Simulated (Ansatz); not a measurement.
**Al2O3 at a changed volume — field gradients at the nuclei**

The cell is a refined structure from the COD, relaxed with PBE at fixed cell and then changed (volume scaled by 0.96, ions relaxed).

```cif
data_Al2O3
_symmetry_space_group_name_H-M 'R-3c:H'
_symmetry_Int_Tables_number 167
_cell_length_a 4.6962
_cell_length_b 4.6962
_cell_length_c 12.8200
_cell_angle_alpha 90.000
_cell_angle_beta 90.000
_cell_angle_gamma 120.000
loop_
_atom_site_label
_atom_site_type_symbol
_atom_site_symmetry_multiplicity
_atom_site_Wyckoff_symbol
_atom_site_fract_x
_atom_site_fract_y
_atom_site_fract_z
Al Al 12 c 0.0000 0.0000 0.8520
O O 18 e 0.9735 0.3333 0.0833
```

One atom of each set is listed; the run and its k-mesh use a cell of 10 atoms with edges of 5.06, 5.06, 5.06 Å.

Method: Kohn–Sham DFT in Ansatz, PBE, plane waves and PAW, scalar-relativistic, 420 eV cutoff, Γ-centred 8×8×8 k-points, Fermi–Dirac smearing 0.02 eV.

Conventions: |V_zz| ≥ |V_yy| ≥ |V_xx|, η = (V_xx − V_yy)/V_zz, C_Q = eQV_zz/h.

27Al: I = 5/2, Q = 146.6 mb; ¹⁷O: I = 5/2, Q = -25.58 mb. Q values from Pyykkö, Mol. Phys. 116, 1328 (2018).

Task: Give the quadrupolar parameters of the distinct sites.

Result: 

```tsv
site	atoms	first shell	V_zz (10²¹ V/m²)	η	C_Q (MHz)
Al	4	6 O at 1.83–1.95 Å	0.58	0.00	2.06
O	6	4 Al at 1.83–1.95 Å; also 2 Al at 3.18 Å	-3.70	0.50	2.29
```

An axis of threefold or higher order runs through Al, so V_zz lies along it and η is zero.

At this changed cell the PBE pressure is 19 GPa.
